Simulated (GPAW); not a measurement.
A run of GPAW 26.7.0 is set up as follows.

run.py

```python
from ase import Atoms
from ase.dft.bandgap import bandgap
from ase.io import write
from ase.units import GPa
from gpaw import GPAW, PW

atoms = Atoms(['Zr', 'B', 'B'],
              cell=[[3.2117153101, 0.0, 0.0],
                    [-1.6058576551, 2.7814270483, 0.0],
                    [0.0, 0.0, 3.5794921737]],
              scaled_positions=[[0.0, 0.0, 0.0],
                                [0.6666666667, 0.3333333333, 0.5],
                                [0.3333333333, 0.6666666667, 0.5]],
              pbc=True)

calc = GPAW(mode=PW(600),
            xc='PBE',
            kpts={'size': (8, 8, 6), 'gamma': True},
            occupations={'name': 'fermi-dirac', 'width': 0.05},
            nbands=20,
            maxiter=120,
            txt='gpaw.txt')
atoms.calc = calc
energy = atoms.get_potential_energy()
forces = atoms.get_forces()
stress = atoms.get_stress()
calc.write('gs.gpw')
write('result.traj', atoms)
print(f'Energy: {energy:.6f} eV')
print('Forces (eV/A):')
print(forces.round(4))
print('Stress (GPa):', (stress / GPa).round(3))
print('Fermi level:', round(calc.get_fermi_level(), 4), 'eV')
print(f'Gap: {bandgap(calc)[0]:.4f} eV, direct: {bandgap(calc, direct=True)[0]:.4f} eV')
```

Potentials or basis: GPAW PAW data sets (gpaw-data 1.2.1), pw.

The run is started by

```bash
$ OMP_NUM_THREADS=1 python run.py
```

Question: What does it give for the pressure?

Answer: -8.8 GPa.

Question: Estimate the band gap on the k mesh.

Answer: None (metal or under the smearing width).

Stress tensor (GPa, compression positive):
```
-9.20  0.00  0.00
 0.00 -9.20  0.00
 0.00  0.00 -8.07
```

Caveat: the cutoff is short for stress and forces, so pressures can be off by a GPa or more.
